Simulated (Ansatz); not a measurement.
TiAl: energy along a strain

TiAl, Pm-3m, a = 3.179 Å (as given, not relaxed at this level: -0.8 GPa). The structure is a Materials Project entry; whether it is the stable form wasn't checked. Ansatz: r2SCAN, PAW, 500 eV, Γ-centred 16×16×16 mesh on 2 atoms, Gaussian smearing 0.15 eV; no spin polarisation. Cell vectors (Å): 3.179 0.000 0.000; 0.000 3.179 0.000; 0.000 0.000 3.179. The cell is strained by x per cent times the pattern (0 0 0 0 0 1) in the order xx yy zz yz xz xy (engineering shears), with fractional coordinates held. y is the free energy over the start, V0 = 16.065 Å³/atom. Symmetry makes y even in x.

```
x (%) y (meV/atom)
-6.00         14.14
-3.00          3.48
 0.00          0.00
 0.75          0.22
 1.50          0.87
 2.25          1.95
 3.75             ?
 4.50          7.89
 5.25         10.78
```

Fit y = c2 x² + c4 x⁴ to the other rows, get the stiffness along the pattern, and predict the missing energy.

Least squares on the rows shown. y = 0.3852 x² + 0.0002131 x⁴. The clamped-ion stiffness p·C·p = 2 × 3.852 eV × 160.2 / 16.065 Å³ = 77 GPa, which is C66 in these axes (C44 of the cubic crystal) (second derivative at the start, which stands under stress). At x = 3.75 the fit asked for gives 5.46 meV/atom. The run gave 5.46 meV/atom, the same to the digits shown.